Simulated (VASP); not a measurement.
# Ti: convergence, relaxation of the cell

Ti, Im-3m (no. 229), 1 atom in the cell. PBEsol; PAW potentials Ti_sv (PBE set). VASP 6.6.1. The cell is changed on purpose: volume scaled by 1.03.

Wanted: cell volume within 0.2 %; lattice lengths within 0.1 %; shortest distances from each atom, periodic images included within 0.005 Å.

What the run is for: cell; Accuracy asked: standard.

The series start from Plane-wave cutoff (eV): 410; Smearing width (eV): 0.03; k-point mesh: 13 × 13 × 13; Relaxation passes: 2; Ionic threshold (EDIFFG): -0.005; Electronic threshold (eV): 1e-6; Precision mode (PREC): Accurate; Relaxation algorithm: IBRION=2 POTIM=0.5. Each series keeps the choices made before it, and each single choice may use up half of a tolerance. Times cover all steps of a run.

## Plane-wave cutoff (eV)

| Plane-wave cutoff (eV) | Cell volume (Å³) | Lattice lengths, largest deviation against the largest value | Shortest distances from each atom, periodic images included, largest deviation (Å) | Time (s) |
|---|---|---|---|---|
| 280 | 16.47 | 0.054 % | 0.0015 | 17 |
| 320 | 16.48 | 0.032 % | 0.0009 | 17 |
| 360 | 16.39 | 0.2 % | 0.0057 | 19 |
| 410 | 16.41 | 0.17 % | 0.0046 | 36 |
| 480 | 16.47 | 0.051 % | 0.0014 | 25 |
| 580 | 16.5 | 0.019 % | 0.0005 | 29 |
| 720 (reference) | 16.5 | 0 % | 0.0000 | 48 |

Chosen: 580, the loosest value from which every tighter one stays within half of the tolerance.

## Smearing width (eV)

| Smearing width (eV) | Cell volume (Å³) | Lattice lengths, largest deviation against the largest value | Shortest distances from each atom, periodic images included, largest deviation (Å) | Time (s) |
|---|---|---|---|---|
| 0.15 | 16.64 | 0.27 % | 0.0076 | 44 |
| 0.1 | 16.56 | 0.11 % | 0.0030 | 33 |
| 0.07 | 16.52 | 0.039 % | 0.0011 | 28 |
| 0.05 | 16.51 | 0.01 % | 0.0003 | 32 |
| 0.03 | 16.5 | 0.0018 % | 0.0001 | 29 |
| 0.02 (reference) | 16.51 | 0 % | 0.0000 | 32 |

Chosen: 0.05.

## k-point mesh

| k-point mesh | Cell volume (Å³) | Lattice lengths, largest deviation against the largest value | Shortest distances from each atom, periodic images included, largest deviation (Å) | Time (s) |
|---|---|---|---|---|
| 5 × 5 × 5 | 16.2 | 0.6 % | 0.0168 | 14 |
| 6 × 6 × 6 | 16.46 | 0.091 % | 0.0025 | 22 |
| 8 × 8 × 8 | 16.51 | 0.021 % | 0.0006 | 18 |
| 10 × 10 × 10 | 16.49 | 0.014 % | 0.0004 | 23 |
| 13 × 13 × 13 | 16.51 | 0.022 % | 0.0006 | 32 |
| 15 × 15 × 15 (reference) | 16.5 | 0 % | 0.0000 | 40 |

Chosen: 8 × 8 × 8.

## Relaxation passes

| Relaxation passes | Cell volume (Å³) | Lattice lengths, largest deviation against the largest value | Shortest distances from each atom, periodic images included, largest deviation (Å) | Time (s) |
|---|---|---|---|---|
| 1 | 16.51 | 0 % | 0.0000 | 14 |
| 2 | 16.51 | 0 % | 0.0000 | 18 |
| 3 (reference) | 16.51 | 0 % | 0.0000 | 22 |

Chosen: 1.

## Ionic threshold (EDIFFG)

| Ionic threshold (EDIFFG) | Cell volume (Å³) | Lattice lengths, largest deviation against the largest value | Shortest distances from each atom, periodic images included, largest deviation (Å) | Time (s) |
|---|---|---|---|---|
| -0.05 | 16.51 | 0 % | 0.0000 | 14 |
| -0.02 | 16.51 | 0 % | 0.0000 | 14 |
| -0.01 | 16.51 | 0 % | 0.0000 | 14 |
| -0.005 | 16.51 | 0 % | 0.0000 | 14 |
| -0.002 (reference) | 16.51 | 0 % | 0.0000 | 12 |

Chosen: -0.05.

## Electronic threshold (eV)

| Electronic threshold (eV) | Cell volume (Å³) | Lattice lengths, largest deviation against the largest value | Shortest distances from each atom, periodic images included, largest deviation (Å) | Time (s) |
|---|---|---|---|---|
| 0.0001 | 16.54 | 0.063 % | 0.0018 | 9.8 |
| 1e-5 | 16.52 | 0.012 % | 0.0003 | 11 |
| 1e-6 | 16.51 | 0.0014 % | 0.0000 | 14 |
| 1e-7 (reference) | 16.51 | 0 % | 0.0000 | 13 |

Chosen: 1e-5.

## Precision mode (PREC)

| Precision mode (PREC) | Cell volume (Å³) | Lattice lengths, largest deviation against the largest value | Shortest distances from each atom, periodic images included, largest deviation (Å) | Time (s) |
|---|---|---|---|---|
| Normal | 16.52 | 0.00036 % | 0.0000 | 8.0 |
| Accurate (reference) | 16.52 | 0 % | 0.0000 | 11 |

Chosen: Normal.

## Relaxation algorithm

| Relaxation algorithm | Cell volume (Å³) | Lattice lengths, largest deviation against the largest value | Shortest distances from each atom, periodic images included, largest deviation (Å) | Time (s) |
|---|---|---|---|---|
| IBRION=2 POTIM=0.5 | 16.52 | 0 % | 0.0000 | 8.0 |
| IBRION=2 POTIM=0.2 | 16.51 | 0.013 % | 0.0004 | 7.9 |
| IBRION=1 POTIM=0.5 | 16.55 | 0.068 % | 0.0019 | 8.3 |
| IBRION=1 POTIM=0.2 | 16.47 | 0.098 % | 0.0027 | 7.8 |

Chosen: IBRION=2 POTIM=0.5; no other choice that stays within half of the tolerance saves 30 % of the time.

## All choices together

| Input | Cell volume (Å³) | Lattice lengths, largest deviation against the largest value | Shortest distances from each atom, periodic images included, largest deviation (Å) | Time (s) |
|---|---|---|---|---|
| the program's defaults (naive) | 16.35 | 0.26 % | 0.0072 | 3.7 |
| chosen settings | 16.5 | 0.026 % | 0.0007 | 12 |
| reference settings throughout | 16.48 | 0 % | 0.0000 | 85 |

The tolerance is met.

Values of the reference run: Lattice lengths: 2.777, 2.777, 2.777 Å; Shortest distances from each atom, periodic images included: 2.777, 2.777, 2.777, 2.777 Å.

1 cheaper combination failed this check first and made the worst setting one step tighter.

## The input

INCAR.step1:
```
SYSTEM = Ti
ALGO = Normal
EDIFF = 1E-5
EDIFFG = -0.05
ENCUT = 580
GGA = PS
GGA_COMPAT = .False.
IBRION = 2
ISIF = 3
ISMEAR = -1
KPAR = 2
LASPH = .True.
LCHARG = .False.
LREAL = .False.
LWAVE = .False.
NELM = 120
NELMIN = 4
NSW = 80
POTIM = 0.5
PREC = Normal
SIGMA = 0.05
```

INCAR.step2, as INCAR.step1 but for:
```
- EDIFFG = -0.05
- IBRION = 2
- ISIF = 3
- NELMIN = 4
- NSW = 80
- POTIM = 0.5
+ ISIF = 2
```

KPOINTS:
```
Automatic mesh
0
Gamma
  10 10 10
  0 0 0
```

POSCAR.step1:
```
Ti
1.0
   -1.6572485815      1.6572485815      1.6572485815
    1.6572485815     -1.6572485815      1.6572485815
    1.6572485815      1.6572485815     -1.6572485815
Ti
1
Direct
    0.0000000000      0.0000000000      0.0000000000
```

Commands (each step's output is kept before the next begins):
```
cat potpaw_PBE.64/Ti_sv/POTCAR > POTCAR
cp INCAR.step1 INCAR
cp POSCAR.step1 POSCAR
mpirun -np 2 vasp_std > vasp.out
cp CONTCAR POSCAR
cp INCAR.step2 INCAR
mpirun -np 2 vasp_std > vasp.out
```

The chosen input took VASP 6.6.1 12 s on 2 cores (Intel Xeon Platinum 8488C (Sapphire Rapids)), a shared host.
